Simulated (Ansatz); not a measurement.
The system is MnO2.

```xyz
3
Lattice="2.8566 0.0000 0.0000 -1.4283 2.4739 0.0000 0.0000 0.0000 4.6014" Properties=species:S:1:pos:R:3 pbc="T T T"
Mn    0.0000    0.0000    2.3007
O     0.0000    1.6492    3.2499
O     1.4283    0.8246    1.3515
```

Measurements of this composition are mostly on another form, of space group No. 136.

Base run:

| Property | Result |
| --- | --- |
| Program | Ansatz 0.2.0 |
| Functional | LDA |
| Potentials or basis | Ansatz PAW |
| Cutoff | 420 eV (not typed: the program's choice for these potentials) |
| k mesh | 11 × 11 × 6 |
| Occupations | fermi-dirac, width 0.05 eV |
| Spin | collinear spin, ferromagnetic start |
| Starting moments | [4.0, 0.0, 0.0] μB |

Its results: band gap on the k mesh 0.44 eV, indirect (least direct gap 0.49 eV); pressure -8.9 GPa; net moment 3.00 μB per cell; site moments Mn +2.47; O +0.06 μB; largest force 0.553 eV/Å.

Task: The run is repeated on the same cell with these changes: functional from LDA to PBE0; k mesh from 11 × 11 × 6 to 6 × 6 × 4. What comes out?

Result: Band gap on the k mesh 4.29 eV, indirect (least direct gap 4.58 eV); pressure -3.1 GPa; net moment 3.00 μB per cell; site moments Mn +2.69; O -0.03 μB; largest force 0.450 eV/Å.

Several settings changed at once, so the effect can't be laid on one alone.

Caveats: some runs use coarse meshes; a cell with one magnetic atom can't hold antiferromagnetic order, which such compounds often take; the PAW data sets come from PBE, with cores solved anew for the run's functional, which leaves a small shift of forces and pressure; the magnetic or orbital state may not be the lowest (some runs); the thresholds are loose for stress (some runs).
